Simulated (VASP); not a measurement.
An input for Ansatz (written as the equivalent of a VASP run, and not itself run):

Ansatz 0.2 input:
```yaml
crystal:
  lattice:
    - [0.0000000, 3.0764713, 3.0764713]
    - [3.0764713, 0.0000000, 3.0764713]
    - [3.0764713, 3.0764713, 0.0000000]
  atoms:
    - { symbol: Al, position: [0.0000000, 0.0000000, 0.0000000] }
    - { symbol: Sb, position: [0.2500000, 0.2500000, 0.2500000] }
kpoints:
  mp_grid: { grid: [7, 7, 7] }
hamiltonian:
  xc: rpbe
  pseudopotentials: { kind: paw }
scf:
  occupations: { method: gaussian, width: 0.05 }
  max_iter: 100
output: { forces: true, stress: true, eigenvalues: true }
```

**Question.** Write the VASP files for the same calculation (RPBE).

**Answer.** Several could match; the one computed here: 
**INCAR**
```
SYSTEM = AlSb
PREC = Accurate; ENCUT = 520; LREAL = F
LASPH = T
EDIFF = 1E-7; NELM = 100; ALGO = Normal
LMAXMIX = 4
ISMEAR = 0; SIGMA = 0.05
GGA = RP
ISIF = 2
LWAVE = F; LCHARG = F
```

File POSCAR:
```
AlSb
1
    0.0000000000     3.0764713322     3.0764713322
    3.0764713322     0.0000000000     3.0764713322
    3.0764713322     3.0764713322     0.0000000000
Al Sb
1 1
Direct
  0.0000000000   0.0000000000   0.0000000000
  0.2500000000   0.2500000000   0.2500000000
```

**KPOINTS**
```
Automatic mesh
0
Gamma
7 7 7
0 0 0
```

POTCAR, in this order: Al Sb (PBE.64 set). Program: vasp_std.

The two are equivalent in intent, not identical: each code has its own PAW files, so the cut-off isn't converted (ENCUT is set for VASP's; basis.ecutwfc is left out, and Ansatz then takes the one that its files recommend); Ansatz stops its SCF on the density residual and VASP on the energy change (EDIFF).

The compound is AlSb in the zinc blende structure. This cell is one point of a volume scan, at 0.94 of the reference volume.
